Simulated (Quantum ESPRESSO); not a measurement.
## Sn: equation of state with PBE

The system is Sn.

```
Sn
1.0
    -2.02919    2.02919    1.66076
     2.02919   -2.02919    1.66076
     2.02919    2.02919   -1.66076
Sn
1
Cartesian
  0.0000 0.0000 0.0000
```

This isn't the form of Sn at room conditions, which is tetragonal (white tin).

```yaml
Program: Quantum ESPRESSO 7.5
Task: equation of state
Functional: PBE
Potentials_or_basis: SSSP 1.3 efficiency PBE
Cutoff: 816 eV
Density_cutoff: 6531 eV
k_mesh: 10 × 10 × 10
Occupations: fermi-dirac, width 0.05 eV
Spin: no spin polarisation
Mixing_beta: 0.5
Most_SCF_iterations: 120
SCF_threshold: 2e-10 Ry
```

```
Equilibrium volume                        : 27.89 Å³/atom
Bulk modulus at fixed shape and positions : 46 GPa
Pressure derivative of the bulk modulus   : 5.1
```

Energy against volume, from the lowest point:
```tsv
volume (Å³/atom)	energy (meV/atom)
25.712	28.63
26.259	15.38
26.806	6.52
27.353	1.55
27.901	0.00
28.448	1.51
28.995	5.74
```

All runs of the series together: 2.2 min on 1 thread of Intel(R) Xeon(R) Platinum 8488C (Sapphire Rapids), with other jobs on the host.

Caveat: the cell was scaled at fixed shape and fractional positions, which overstates the stiffness of a crystal with free parameters, most of all of layers and chains.
